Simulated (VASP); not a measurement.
## LiF: single point with PBEsol

Crystal: LiF.

```
Li F
1.0
     2.81606    0.00000    0.00000
    -1.40803    2.43878    0.00000
     0.00000    0.00000    4.99962
Li F
2 2
Direct
  0.33333 0.66667 0.38115
  0.66667 0.33333 0.88115
  0.33333 0.66667 0.99384
  0.66667 0.33333 0.49384
```

Measurements of this composition are mostly on another form, of space group No. 225.

The cell isn't the ideal one: strain -0.080 along x and y, +0.040 along z, atoms carried along.

| Quantity | Value |
| --- | --- |
| Program | VASP 6.6.1 |
| Task | single point |
| Functional | PBEsol |
| Potentials or basis | VASP PAW PBE potentials, release 64 (Li_sv, F) |
| Cutoff | 520 eV |
| k mesh | 9 × 9 × 6 |
| Occupations | gaussian, width 0.05 eV |
| Spin | no spin polarisation |

The largest force is 0.662 eV/Å and the band gap on the k mesh is 8.43 eV, direct.

Forces on the atoms (eV/Å):
```
Li   0.000  0.000 -0.662
Li   0.000  0.000 -0.662
F    0.000  0.000  0.662
F    0.000  0.000  0.662
```

Levels at points of the mesh, in eV from the valence-band top:
```csv
k point,band 8,band 9,band 10,band 11,band 12,band 13
"(0.00, 0.00, 0.00)",-0.13,0.00,0.00,8.43,12.27,16.22
"(0.00, 0.00, 0.50)",-0.11,-0.11,-0.11,10.12,10.12,17.89
```

It took 18 s on 1 thread of Intel(R) Xeon(R) 6975P-C (Granite Rapids), with other jobs on the host, peak memory 0.16 GiB.

Caveat: the PAW data sets were made with another functional, which shifts forces and pressure a little; an odd mesh through Γ misses points on the zone boundary, where band edges often lie.
